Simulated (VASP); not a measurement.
# The defect H_Cl in a supercell of LiCl (Fm-3m), part 8 of 9

Aim: the formation energy and local structure of the defect H_Cl in LiCl (Fm-3m). The start is a computed cell from the Materials Project.

VASP 6.6.1, plane waves and PAW; the level of theory is named at each step.

So far. Step 10 (The defect cell, charge -1, spin collinear): Levels at the Fermi energy are partly filled: the carrier is shared among close levels or spread over a band.

### Step 11. Relaxing the defect, charge 1, spin collinear

Level of this step: PBEsol, spin-polarised, with small moments to start from; plane waves and PAW (Li, Cl, H) (VASP).

This cell carries charge +1, set by NELECT and balanced by a uniform background.

The input, INCAR:

```
SYSTEM = Li27HCl26
PREC = Normal
ENCUT = 300
EDIFF = 1E-05
NELM = 120
ISMEAR = 0
SIGMA = 0.05
LREAL = Auto
ALGO = Fast
GGA = PS
NELECT = 209
ISPIN = 2
MAGMOM = 0 0 0 0 0 0 0 0 0 0 0 0 0 0 0 0 0 0 0 0 0 0 0.6 0.6 0 0.6 0 0 0 0 0 0 0 0 0 0 0 0 0 0 0 0 0 0 0 0 0 0 0 0 0 0 0 0.6
LORBIT = 11
LWAVE = True
LCHARG = .FALSE.
KPAR = 4
IBRION = 2
NSW = 50
ISIF = 2
EDIFFG = -0.03
POTIM = 0.4
MAXMIX = 40
ISYM = 0
```

The input, POSCAR:

```
Li27HCl26
1.0
    0.0000000000      7.6181400852      7.6181400852
    7.6181400852      0.0000000000      7.6181400852
    7.6181400852      7.6181400852      0.0000000000
Li Cl H
27 26 1
Direct
    0.0000000000      0.0000000000      0.0000000000
    0.0000000000      0.0000000000      0.3333333300
    0.0000000000      0.0000000000      0.6666666700
    0.0000000000      0.3333333300      0.0000000000
    0.0000000000      0.3333333300      0.3333333300
    0.0000000000      0.3333333300      0.6666666700
    0.0000000000      0.6666666700      0.0000000000
    0.0000000000      0.6666666700      0.3333333300
    0.0000000000      0.6666666700      0.6666666700
    0.3333333300      0.0000000000      0.0000000000
    0.3333333300      0.0000000000      0.3333333300
    0.3333333300      0.0000000000      0.6666666700
    0.3333333300      0.3333333300      0.0000000000
    0.3333333300      0.3333333300      0.3333333300
    0.3327807800      0.3303196300      0.6666910200
    0.3333333300      0.6666666700      0.0000000000
    0.3314705000      0.6658600100      0.3324282200
    0.3356062200      0.6669420500      0.6679710400
    0.6666666700      0.0000000000      0.0000000000
    0.6666666700      0.0000000000      0.3333333300
    0.6666666700      0.0000000000      0.6666666700
    0.6666666700      0.3333333300      0.0000000000
    0.6635601000      0.3386096200      0.3332566600
    0.6622384600      0.3345690700      0.6674082900
    0.6666666700      0.6666666700      0.0000000000
    0.6685094400      0.6613268600      0.3331797400
    0.6666666700      0.6666666700      0.6666666700
    0.1666666700      0.1666666700      0.1666666700
    0.1666666700      0.1666666700      0.5000000000
    0.1666666700      0.1666666700      0.8333333300
    0.1666666700      0.5000000000      0.1666666700
    0.1666666700      0.5000000000      0.5000000000
    0.1666666700      0.5000000000      0.8333333300
    0.1666666700      0.8333333300      0.1666666700
    0.1666666700      0.8333333300      0.5000000000
    0.1666666700      0.8333333300      0.8333333300
    0.5000000000      0.1666666700      0.1666666700
    0.5000000000      0.1666666700      0.5000000000
    0.5000000000      0.1666666700      0.8333333300
    0.5000000000      0.5000000000      0.1666666700
    0.5000000000      0.5000000000      0.8333333300
    0.5000000000      0.8333333300      0.1666666700
    0.5000000000      0.8333333300      0.5000000000
    0.5000000000      0.8333333300      0.8333333300
    0.8333333300      0.1666666700      0.1666666700
    0.8333333300      0.1666666700      0.5000000000
    0.8333333300      0.1666666700      0.8333333300
    0.8333333300      0.5000000000      0.1666666700
    0.8333333300      0.5000000000      0.5000000000
    0.8333333300      0.5000000000      0.8333333300
    0.8333333300      0.8333333300      0.1666666700
    0.8333333300      0.8333333300      0.5000000000
    0.8333333300      0.8333333300      0.8333333300
    0.5029077000      0.4966802900      0.5006036200
```

The input, KPOINTS:

```
Automatic mesh
0
Gamma
2 2 2
0 0 0
```

PAW data sets: Li, Cl and H (PBE family, release 64).

Command:

```
$ mpirun -np 4 vasp_std
```

What it wrote:

```text
[... set-up lines as in an earlier step ...]
 entering main loop
       N       E                     dE             d eps       ncg     rms          rms(c)
DAV:   1     0.101060486572E+04    0.10106E+04   -0.64302E+04  4376   0.857E+02
DAV:   2    -0.105888018113E+03   -0.11165E+04   -0.10899E+04  5448   0.198E+02
DAV:   3    -0.204583829328E+03   -0.98696E+02   -0.98355E+02  5048   0.691E+01
DAV:   4    -0.206289967636E+03   -0.17061E+01   -0.17028E+01  5128   0.108E+01
DAV:   5    -0.206329829181E+03   -0.39862E-01   -0.39832E-01  5016   0.161E+00BRMIX: very serious problems
 the old and the new charge density differ
 old charge density:   210.00000 new  208.99997
BRMIX: very serious problems
 the old and the new charge density differ
 old charge density:   210.00000 new  208.99997
BRMIX: very serious problems
 the old and the new charge density differ
 old charge density:   210.00000 new  208.99997
BRMIX: very serious problems
 the old and the new charge density differ
 old charge density:   210.00000 new  208.99997
    0.110E+01
RMM:   6    -0.205042295227E+03    0.12875E+01   -0.29712E+00  4256   0.309E+00    0.748E+00
RMM:   7    -0.204892567934E+03    0.14973E+00   -0.31218E+00  4261   0.302E+00    0.350E+00
RMM:   8    -0.204909230305E+03   -0.16662E-01   -0.35790E-01  4257   0.124E+00    0.131E+00
RMM:   9    -0.204907769396E+03    0.14609E-02   -0.10384E-01  4266   0.634E-01    0.807E-01
[...]
RMM:  14    -0.204896494789E+03   -0.41665E-04   -0.32636E-04  4141   0.355E-02    0.613E-02
RMM:  15    -0.204896436175E+03    0.58614E-04   -0.20681E-04  3832   0.199E-02    0.124E-02
RMM:  16    -0.204896434770E+03    0.14046E-05   -0.16820E-05  2674   0.810E-03
   1 F= -.20489643E+03 E0= -.20489248E+03  d E =-.204896E+03  mag=     0.8983
[... from here on, the cycles between the ionic steps are left out ...]
   2 F= -.20501843E+03 E0= -.20501704E+03  d E =-.121995E+00  mag=     0.9824
[...]
|     The electronic self-consistency was not achieved in the given           |
   3 F= -.20516016E+03 E0= -.20516016E+03  d E =-.263722E+00  mag=     1.0000
   4 F= -.20532628E+03 E0= -.20532628E+03  d E =-.429843E+00  mag=     0.9999
   5 F= -.20542872E+03 E0= -.20542872E+03  d E =-.532285E+00  mag=     1.0000
[...]
hard stop encountered!  aborting job ...
[...]
|     The electronic self-consistency was not achieved in the given           |
[...]
soft stop encountered!  aborting job ...
   6 F= -.20548044E+03 E0= -.20548044E+03  d E =-.153440E-13  mag=     0.9998
 writing wavefunctions
 deleting file STOPCAR
```

The job ended after 51 min (4 MPI ranks of AMD EPYC 7R43, shared host; peak memory 3.3 GiB).

The steps of the relaxation:

```tsv
step	energy less that of the first step (eV)	largest force (eV/Å)
1	0.0000	0.5626
2	-0.1220	0.6146
3	-0.2637	0.5663
4	-0.4298	0.4272
5	-0.5323	0.2520
```

The atoms that moved most (Å):

```tsv
atom	dx	dy	dz	length
Li23	-0.157	0.011	-0.008	0.158
Li26	0.018	-0.005	0.153	0.154
Li24	-0.008	0.153	0.007	0.153
Li18	0.139	-0.014	-0.007	0.140
Li17	0.011	-0.137	0.008	0.137
Li15	0.010	0.001	-0.134	0.135
Cl46	0.069	-0.070	0.000	0.098
Cl49	-0.001	-0.065	-0.068	0.094
```

The stop cut the electronic loop of the last step short, so that step is set aside; the step before it may be unsound too where the loop had begun to diverge.

The run met its time limit with a largest force of 0.25 eV/Å at its last finished step, so it is continued.

### Step 12. Going on with the relaxation

The relaxation goes on from where it stopped.

This cell carries charge +1, set by NELECT and balanced by a uniform background.

Edit INCAR of step 11 so:

```diff
@@ -21,3 +21,3 @@
 EDIFFG = -0.03
-POTIM = 0.4
+POTIM = 0.25
 MAXMIX = 40
```

The input, POSCAR:

```
Li27HCl26
1.0
    0.0000000000      7.6181400852      7.6181400852
    7.6181400852      0.0000000000      7.6181400852
    7.6181400852      7.6181400852      0.0000000000
Li Cl H
27 26 1
Direct
    0.9995307556      0.0000887426      0.0001614054
    0.9998371394      0.0001449581      0.3306397044
    0.9999372018      0.0000451215      0.6694060739
    0.0001625574      0.3302502025      0.9999251887
    0.0033912195      0.3318177203      0.3326132445
    0.9996910555      0.3302768955      0.6696448169
    0.0001869081      0.6698123622      0.9996867101
    0.9996369227      0.6697531270      0.3303685797
    0.9970021740      0.6679340279      0.6677584445
    0.3305077961      0.9998137807      0.0002737763
    0.3322997069      0.0028347157      0.3324109426
    0.3304984198      0.9998178415      0.6694070179
    0.3318970724      0.3322183221      0.0033838532
    0.3321341130      0.3319445463      0.3322858343
    0.3233962085      0.3220837283      0.6762020296
    0.3301434321      0.6698601170      0.9999425683
    0.3223315453      0.6760523480      0.3236148882
    0.3251465748      0.6765246458      0.6766185194
    0.6697457452      0.9997661200      0.0001988354
    0.6697816375      0.9998439389      0.3302631683
    0.6680815773      0.9967142079      0.6675487209
    0.6700722009      0.3298820635      0.0000269321
    0.6740702122      0.3270256692      0.3242083362
    0.6732743257      0.3244785333      0.6764439863
    0.6676785415      0.6682806319      0.9963859201
    0.6770424973      0.6728809023      0.3239521837
    0.6679309433      0.6679873613      0.6674114966
    0.1667146504      0.1668651386      0.1665881141
    0.1667877730      0.1668799487      0.4998216116
    0.1679651566      0.1677596938      0.8320661987
    0.1668097906      0.4998330045      0.1667327474
    0.1749589938      0.4996982867      0.4999350060
    0.1752474423      0.4997823876      0.8249926135
    0.1679934958      0.8319341546      0.1677752684
    0.1751484969      0.8248015351      0.5000191175
    0.1681196774      0.8320147916      0.8322156713
    0.4997054013      0.1669997918      0.1666396877
    0.4999703488      0.1753152898      0.4998345876
    0.4996708344      0.1750130739      0.8249851235
    0.4998097134      0.5001925069      0.1749522565
    0.5000347195      0.4999538372      0.8252592383
    0.5000954574      0.8244032714      0.1751093441
    0.5003812909      0.8246579030      0.4999563242
    0.5000997003      0.8332179245      0.8333505763
    0.8317609117      0.1684395216      0.1680494947
    0.8242556333      0.1757820661      0.4999183577
    0.8317377490      0.1682381042      0.8319255560
    0.8249572471      0.4998209012      0.1749410143
    0.8246617375      0.4997505855      0.5001352680
    0.8331499662      0.5002112678      0.8333673689
    0.8320781211      0.8316287314      0.1680648585
    0.8332638126      0.8331717277      0.5002448180
    0.8331468918      0.8331919502      0.8334040406
    0.5031397031      0.4966175034      0.5004711491
```

KPOINTS is that of step 11.

Command:

```
$ mpirun -np 4 vasp_std
```

What it wrote:

```text
[... set-up lines as in an earlier step ...]
 entering main loop
       N       E                     dE             d eps       ncg     rms          rms(c)
DAV:   1     0.101314400401E+04    0.10131E+04   -0.64329E+04  4376   0.857E+02
DAV:   2    -0.106043977893E+03   -0.11192E+04   -0.10928E+04  5432   0.198E+02
DAV:   3    -0.204814666751E+03   -0.98771E+02   -0.98458E+02  5096   0.693E+01
DAV:   4    -0.206520145270E+03   -0.17055E+01   -0.17022E+01  5120   0.108E+01
DAV:   5    -0.206560136477E+03   -0.39991E-01   -0.39963E-01  5056   0.161E+00BRMIX: very serious problems
 the old and the new charge density differ
 old charge density:   210.00000 new  208.99997
BRMIX: very serious problems
 the old and the new charge density differ
 old charge density:   210.00000 new  208.99997
BRMIX: very serious problems
 the old and the new charge density differ
 old charge density:   210.00000 new  208.99997
BRMIX: very serious problems
 the old and the new charge density differ
 old charge density:   210.00000 new  208.99997
    0.110E+01
RMM:   6    -0.205475165728E+03    0.10850E+01   -0.29868E+00  4256   0.309E+00    0.747E+00
RMM:   7    -0.205429710838E+03    0.45455E-01   -0.30024E+00  4257   0.301E+00    0.351E+00
RMM:   8    -0.204978352285E+03    0.45136E+00   -0.70773E-01  4301   0.132E+00    0.956E-01
RMM:   9    -0.205364756209E+03   -0.38640E+00   -0.20772E-01  4283   0.711E-01    0.522E-01
RMM:  10    -0.205389726780E+03   -0.24971E-01   -0.50033E-02  4297   0.268E-01    0.265E-01
RMM:  11    -0.205406137168E+03   -0.16410E-01   -0.19037E-02  4310   0.157E-01    0.139E-01
RMM:  12    -0.205425143800E+03   -0.19007E-01   -0.49223E-02  4366   0.181E-01    0.883E-02
RMM:  13    -0.205428027400E+03   -0.28836E-02   -0.41336E-03  4344   0.771E-02    0.930E-02
RMM:  14    -0.205428662428E+03   -0.63503E-03   -0.23712E-03  4303   0.514E-02    0.642E-02
RMM:  15    -0.205428696391E+03   -0.33963E-04   -0.21800E-04  4166   0.269E-02    0.219E-02
RMM:  16    -0.205428685950E+03    0.10441E-04   -0.88324E-05  3811   0.167E-02    0.176E-02
RMM:  17    -0.205428716532E+03   -0.30582E-04   -0.43748E-05  2828   0.103E-02    0.464E-03
RMM:  18    -0.205428721632E+03   -0.51004E-05   -0.18874E-05  2731   0.578E-03
   1 F= -.20542872E+03 E0= -.20542872E+03  d E =-.205429E+03  mag=     1.0000
 curvature:   0.00 expect dE= 0.000E+00 dE for cont linesearch  0.000E+00
 trial: gam= 0.00000 g(F)=  0.173E-01 g(S)=  0.000E+00 ort = 0.000E+00 (trialstep = 0.100E+01)
 search vector abs. value=  0.173E-01
 bond charge predicted
       N       E                     dE             d eps       ncg     rms          rms(c)
DAV:   1    -0.205443392065E+03   -0.14676E-01   -0.48513E-01  5371   0.141E+00    0.377E-01
RMM:   2    -0.205444983455E+03   -0.15914E-02   -0.21274E-02  4257   0.352E-01    0.733E-02
RMM:   3    -0.205445240639E+03   -0.25718E-03   -0.41117E-03  4265   0.152E-01    0.106E-01
RMM:   4    -0.205445387549E+03   -0.14691E-03   -0.64604E-04  4278   0.623E-02    0.946E-02
RMM:   5    -0.205445277931E+03    0.10962E-03   -0.37780E-04  4082   0.374E-02    0.292E-02
RMM:   6    -0.205445297788E+03   -0.19857E-04   -0.63112E-05  3732   0.187E-02    0.209E-02
RMM:   7    -0.205445321940E+03   -0.24152E-04   -0.34098E-05  2822   0.104E-02    0.127E-02
RMM:   8    -0.205445327018E+03   -0.50776E-05   -0.17773E-05  2694   0.671E-03
   2 F= -.20544533E+03 E0= -.20544533E+03  d E =-.166054E-01  mag=     0.9999
[...]
3 F= -.20548625E+03 E0= -.20548625E+03  d E =-.575282E-01  mag=     0.9998
[...]
4 F= -.20552723E+03 E0= -.20552723E+03  d E =-.985071E-01  mag=     1.0002
[...]
5 F= -.20552875E+03 E0= -.20552875E+03  d E =-.100031E+00  mag=     1.0000
[...]
6 F= -.20554865E+03 E0= -.20554865E+03  d E =-.198952E-01  mag=     1.0000
 trial-energy change:   -0.019895  1 .order   -0.019883   -0.023027   -0.016738
 step:  11.5473(harm= 11.5473)  dis= 0.07860  next Energy=  -205.570908 (dE=-0.422E-01)
 bond charge predicted
       N       E                     dE             d eps       ncg     rms          rms(c)
DAV:   1    -0.205565800975E+03   -0.17157E-01   -0.12282E+00  4336   0.233E+00    0.745E-01
RMM:   2    -0.205568606196E+03   -0.28052E-02   -0.53044E-02  4256   0.612E-01    0.233E-01
RMM:   3    -0.205569469559E+03   -0.86336E-03   -0.64278E-03  4258   0.216E-01    0.133E-01
RMM:   4    -0.205569269722E+03    0.19984E-03   -0.17740E-03  4313   0.986E-02    0.105E-01
RMM:   5    -0.205568734342E+03    0.53538E-03   -0.41849E-03  4262   0.105E-01    0.134E-01
RMM:   6    -0.205568803446E+03   -0.69104E-04   -0.78034E-04  4167   0.650E-02    0.136E-01
RMM:   7    -0.205568791606E+03    0.11840E-04   -0.11967E-04  3787   0.258E-02    0.447E-02
RMM:   8    -0.205568785716E+03    0.58898E-05   -0.28535E-05  3039   0.126E-02
   7 F= -.20556879E+03 E0= -.20556879E+03  d E =-.400335E-01  mag=     1.0000
 curvature:  -8.37 expect dE=-0.246E-02 dE for cont linesearch -0.360E-03
 trial: gam= 0.00000 g(F)=  0.294E-03 g(S)=  0.000E+00 ort =-0.675E-03 (trialstep = 0.483E+01)
 search vector abs. value=  0.294E-03
 reached required accuracy - stopping structural energy minimisation
 writing wavefunctions
```

Elapsed: 22 min, on 4 MPI ranks; peak memory 3.3 GiB; 88 min of CPU time.

(Part 8 of 9 ends here.)

[Lines on the potential files, build, host, timing and source positions are cut from VASP's logs without a mark.]

[Logs are printed without paths, hosts, clocks, repeated set-up lines and the standing remarks that a program may print on its own settings, such as how far it seeks lower states.]

[Hosts, paths, dates, database ids (printed as entryN), source tags and the programs' standing remarks are cut or masked in the printed files.]

[In band tables of VASP the shares of atoms and orbitals are scaled to a sum of 1 inside the atoms' spheres.]

[Runs that stopped without an error message from VASP are left out.]
